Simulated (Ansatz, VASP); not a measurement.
**HgTe: VASP beside Ansatz**

```
Hg Te
1.0
     0.00000    3.18000    3.18000
     3.18000    0.00000    3.18000
     3.18000    3.18000    0.00000
Hg Te
1 1
Cartesian
  0.0000 0.0000 0.0000
  3.1800 3.1800 3.1800
```

Alike in both runs: task single point; functional PBE; k mesh 5 × 5 × 5; occupations tetrahedron; no spin polarisation.

```csv
,VASP,Ansatz
version,VASP 6.6.1,Ansatz 0.2.0
potentials or method,"VASP PAW PBE potentials, release 64 (Hg, Te)","PAW, plane waves, scalar-relativistic"
plane-wave cutoff (eV),520,420
valence electrons in the cell,18,36
```

```csv
,VASP,Ansatz,Ansatz less VASP
pressure (GPa),-3.5,-3.5,-0.02
```

The functional is the same, so the differences come from potentials, cutoffs and numerics. The two sets of potentials don't hold the same shells in valence. Ansatz warned: «band_table_not_solved_further».

Caveats: tetrahedron occupations give inexact forces and stress in metals. The runs have no spin-orbit coupling, so splittings on Hg, Te are missing.
